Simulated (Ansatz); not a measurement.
SnS2 in the CdI2-type structure: a single-point calculation in Ansatz 0.2.0 (r2SCAN). The cell was relaxed with r2SCAN+rVV10 and then strained (isotropic +4.0 % on every length), with the atoms relaxed again with r2SCAN+rVV10; k points keep the names of the unstrained zone.

```yaml
crystal:
  lattice:
    - [3.8071850012, 0.0, 0.0]
    - [-1.9035925006, 3.2971189279, 0.0]
    - [0.0, 0.0, 6.2002520981]
  atoms:
    - { symbol: Sn, position: [0.0, 0.0, 0.0] }
    - { symbol: S, position: [0.3333333333, 0.6666666667, 0.2289856297] }
    - { symbol: S, position: [0.6666666667, 0.3333333333, 0.7710143703] }
kpoints:
  mp_grid: { grid: [12, 12, 4] }
  band_path:
    path:
      - [0.0, 0.0, 0.0]
      - [0.5, 0.0, 0.0]
      - [0.3333333333, 0.3333333333, 0.0]
      - [0.0, 0.0, 0.5]
      - [0.5, 0.0, 0.5]
      - [0.3333333333, 0.3333333333, 0.5]
      - [0.0, -0.5, 0.25]
      - [0.0, 0.471354, 0.278646]
    npoints: 1
hamiltonian:
  xc: r2scan
scf:
  occupations: { method: fixed }
  n_extra_bands: 4
output:
  forces: true
  stress: true
  eigenvalues: true
```

Some lines of the output have been replaced by numbered gaps.
```
scf.n_extra_bands = 4 over 13 filled bands (N_el = 26.0): the run solves 17 bands
Pseudopotential: Sn, paw, valence charge 14, recommended cutoff 500 eV (meta_gga)
Pseudopotential: S, paw, valence charge 6, recommended cutoff 500 eV (meta_gga)
Functional definition: r2SCAN
Crystal: 3 atoms, lattice volume = 77.830 Å³
Basis set: ecut = 500 eV, 1973 PW (Γ)
Symmetry: 12 space group operations
Space group: P-3m1 (ITA 164)
k-points: 69 of 576
Free energy (F): -7851.661748 eV
[1]
--- Forces (eV/Å), atoms counted from 1 ---
  atom   1  Sn      0.00000      0.00000      0.00000
  atom   2  S       0.00000      0.00000    -0.03669
  atom   3  S       0.00000      0.00000      0.03669
--- Stress (GPa, compression-positive) ---
       -4.940488       0.000000       0.000000
        0.000000      -4.940488       0.000000
        0.000000       0.000000      -0.399209
  P = ⅓ Tr σ = -3.4267 GPa (-34.267 kbar)
--- Band table (eV; the first three rows and the last of 69) ---
[2]
```

The rows of the band table are 0: (0, 0, 0) = Γ, 1: (0, 0, 1/4), 2: (0, 0, -1/2) = A, 68: (1/3, 1/3, -1/2) = H.

Problem. Fill in the blanks. They hold the Fermi energy and the band table.

Solution.
```
[1]
Fermi energy:    4.600130 eV
[2]
  k-point 0: bands = […, -0.4121, 3.6951, 3.6951, 4.0220, 4.0220, 4.6001, 6.3329, 8.3037, 9.9943, 9.9943]
  k-point 1: bands = […, -0.1441, 3.6753, 3.6753, 3.9280, 4.0536, 4.0536, 6.7992, 8.3245, 9.9215, 9.9215]
  k-point 2: bands = […, 0.1764, 3.3467, 3.6584, 3.6584, 4.0825, 4.0825, 7.1229, 8.3438, 9.8514, 9.8514]
  k-point 68: bands = […, -2.5053, 0.8576, 0.8576, 1.3755, 4.2651, 4.2651, 7.6780, 10.8918, 10.8918, 12.0608]
```
Only the leading digits can be foreseen; the rest is this run's record.

r2SCAN gives an indirect gap of 1.62 eV, from Γ to k = (0, 0.471, 0.279); the least direct gap is 1.73 eV at Γ. With the atoms held, the mean pressure is -3.43 GPa (compression positive). The largest force is 0.04 eV/Å.

Command: `ansatz run input.yaml --threads 2 --pin off --max-ram 2211MiB --backend cpu --events-out ev --progress --plain --runs-dir out`.

Problem. It took 8 s on 2 threads of Arm Neoverse V1 (shared host), load about 0.4 per core. What peak of host memory did it reach?

Solution. About 0.58 GiB.

(Simulation; spin polarisation is off.)

No spin-orbit coupling is included; it can move band edges with weight on the heavy atoms by tenths of an eV.
